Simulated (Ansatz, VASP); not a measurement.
Two plane-wave programs on BP

```
B P
1.0
     0.00000    2.26900    2.26900
     2.26900    0.00000    2.26900
     2.26900    2.26900    0.00000
B P
1 1
Direct
  0.00000 0.00000 0.00000
  0.75000 0.75000 0.75000
```

Alike in both runs: task single point; functional PBE; k mesh 12 × 12 × 12; occupations gaussian, width 0.05 eV; no spin polarisation.

```csv
,VASP,Ansatz
version,VASP 6.6.1,Ansatz 0.2.0
potentials or method,"VASP PAW PBE potentials, release 64 (B, P)","scalar-relativistic, plane waves, PAW"
plane-wave cutoff (eV),520,420
valence electrons in the cell,8,8
```

|  | VASP | Ansatz | Ansatz less VASP |
| --- | --- | --- | --- |
| gap on the k mesh at the Fermi level (eV) | 1.24 | 1.24 | +0.004 |
| least direct gap on the mesh (eV) | 3.40 | 3.40 | +0.003 |
| pressure (GPa) | 0.9 | 1.1 | +0.23 |

A k mesh can miss the band edges.
